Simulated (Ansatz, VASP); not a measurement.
One calculation of TePt, two programs

```xyz
4
Lattice="4.2629 0.0000 0.0000 -2.1314 3.6918 0.0000 0.0000 0.0000 5.6618" Properties=species:S:1:pos:R:3 pbc="T T T"
Te    2.1314    1.2306    4.2463
Te    0.0000    2.4612    1.4154
Pt    0.0000    0.0000    2.8309
Pt    0.0000    0.0000    0.0000
```

Alike in both runs: task electric field gradients; functional r2SCAN; k mesh 10 × 10 × 7; occupations fermi-dirac, width 0.05 eV; no spin polarisation.

```csv
,VASP,Ansatz
version,VASP 6.6.1,Ansatz 0.2.0
potentials or method,"VASP PAW PBE potentials, release 64 (Te, Pt)","PAW with Ansatz's default frozen-core files, scalar-relativistic"
plane-wave cutoff (eV),520,500
valence electrons in the cell,32,68
```

|  | VASP | Ansatz | Ansatz less VASP |
| --- | --- | --- | --- |
| pressure (GPa) | -2.1 | -2.1 | +0.03 |
| largest component of the traceless stress (GPa) | 0.07 | 0.10 | +0.033 |
| Vzz of the field gradient on the site that differs most (V/Å²) | -95.0 | -72.4 | +22.62 |

With one functional, cell and mesh, what is left measures potentials, basis and numerics. The two sets of potentials don't hold the same shells in valence. Ansatz warned: «gradients_without_spin_orbit».

Caveats: the PAW data sets were made with another functional, which shifts forces and pressure a little (VASP). The runs have no spin-orbit coupling, so splittings on Pt, Te are missing.
